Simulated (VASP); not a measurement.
# CdTe: relaxation of the atoms with PBEsol

CdTe:

```
CELL_PARAMETERS angstrom
0.00000 3.18150 3.18150
3.18150 0.00000 3.18150
3.18150 3.18150 0.00000
ATOMIC_POSITIONS crystal
Cd 0.00000 0.00000 0.00000
Te 0.25000 0.25000 0.25000
```

The cell isn't the ideal one: a relaxed cell with its volume scaled by 0.94.

* Program: VASP 6.6.1
* Task: relaxation of the atoms
* Functional: PBEsol
* Potentials or basis: VASP PAW PBE potentials, release 64 (Cd, Te)
* Cutoff: 600 eV
* k mesh: 8 × 8 × 8
* Occupations: gaussian, width 0.03 eV
* Spin: no spin polarisation
* Further INCAR settings: ALGO = Normal; EDIFF = 1e-07; IBRION = 2; EDIFFG = -0.01; NSW = 40

| Quantity | Value |
| --- | --- |
| Pressure after relaxing | 3.0 GPa |
| Band gap on the k mesh | 0.83 eV, direct |

Final structure:
```
Cd Te
1.0
     0.00000    3.18150    3.18150
     3.18150    0.00000    3.18150
     3.18150    3.18150    0.00000
Cd Te
1 1
Cartesian
  0.0000 0.0000 0.0000
  1.5907 1.5907 1.5907
```

Levels at points of the mesh, in eV from the valence-band top:
```tsv
k point	band 7	band 8	band 9	band 10	band 11	band 12
(0.00, 0.00, 0.00)	0.00	0.00	0.00	0.83	4.50	4.50
(0.50, 0.00, 0.00)	-4.81	-0.87	-0.87	1.78	5.10	5.10
(0.50, 0.50, 0.00)	-4.63	-2.08	-2.08	2.36	2.57	9.03
```

It took 38 s on 1 thread of Intel(R) Xeon(R) Platinum 8175M CPU @ 2.50GHz (Skylake/Cascade Lake) (shared host), peak memory 0.21 GiB.

Caveat: the relaxation stopped at its first step, so nothing moved; the PAW data sets were made with another functional, which shifts forces and pressure a little; spin-orbit coupling is left out, which moves the levels of the heavy elements.
